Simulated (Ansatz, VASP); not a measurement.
**MoS2 in VASP and in Ansatz**

```
CELL_PARAMETERS angstrom
3.14916 0.00000 0.00000
-1.57458 2.72725 0.00000
0.00000 0.00000 12.09008
ATOMIC_POSITIONS crystal
Mo 0.33333 0.66667 0.25000
Mo 0.66667 0.33333 0.75000
S 0.33333 0.66667 0.62049
S 0.66667 0.33333 0.12049
S 0.33333 0.66667 0.87951
S 0.66667 0.33333 0.37951
```

Alike in both runs: task single point; functional PBE; k mesh 12 × 12 × 3; no spin polarisation.

|  | VASP | Ansatz |
| --- | --- | --- |
| version | VASP 6.6.1 | Ansatz 0.2.0 |
| potentials or method | VASP PAW PBE potentials, release 64 (Mo_sv, S) | scalar-relativistic, plane waves, PAW |
| plane-wave cutoff (eV) | 520 | 420 |
| occupations | gaussian, width 0.01 eV | fixed |
| valence electrons in the cell | 52 | 52 |

VASP gave:

| Item | Value |
| --- | --- |
| gap on the k mesh at the Fermi level (eV) | 0.80 |
| least direct gap on the mesh (eV) | 1.71 |

Problem. What did Ansatz give for the same quantities?

Solution. gap on the k mesh at the Fermi level (eV): 0.78; least direct gap on the mesh (eV): 1.70.

Caveats: an odd mesh through Γ misses points on the zone boundary, where band edges often lie. As with any semilocal functional, this PBE gap is likely too small.
